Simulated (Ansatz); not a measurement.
# Sensitivity of the gradients in SiO2 to the input

Cell: a computed structure from the Materials Project (it need not be an observed phase), taken as it stands.

Space group I4_1/amd:1 (No. 141); a = 7.1219, c = 17.7701 Å.

```csv
site,Wyckoff,site symmetry,x,y,z
Si,16h,.m.,0.0000,0.2196,0.2145
O9,8e,2mm.,0.0000,0.0000,0.2341
O13,16g,..2,0.8143,0.3143,0.2500
O21,8c,.2/m.,0.0000,0.2500,0.1250
```

One atom of each set is listed; the run and its k-mesh use a cell of 24 atoms with edges of 10.21, 10.21, 10.21 Å.

Reference run. Method: Kohn–Sham DFT in Ansatz, PBE, plane waves and PAW (field gradients read without the response of the frozen cores, which leaves them typically 4 to 6 % off), scalar-relativistic, 420 eV cutoff, Γ-centred 4×4×4 k-points, Fermi–Dirac smearing 0.02 eV.

(1) The input is changed as follows: `hamiltonian.xc`: pbe → lda; `basis.ecutrho_ratio`: not typed → 12. What happens to V_zz (10²¹ V/m²) and η?

## Answers

(1) 

| site | V_zz reference | η reference | V_zz changed | η changed |
| --- | --- | --- | --- | --- |
| Si | -0.84 | 0.00 | -0.81 | 0.00 |
| O9 | 10.17 | 0.06 | 9.91 | 0.06 |
| O13 | 9.75 | 0.17 | 9.52 | 0.16 |
| O21 | 10.51 | 0.05 | 10.18 | 0.06 |

The largest change of V_zz is on O21, from 10.51 to 10.18. In per cent, |V_zz| changes by -4 on Si, -3 to -2 on O (all sites that start above 0.5). SCF iterations: 6 and 7. New warnings: pseudo functional mismatch.

On the reference run: The largest force is 0.3 eV/Å, so the atoms aren't at the calculated equilibrium and relaxing them would move these values.
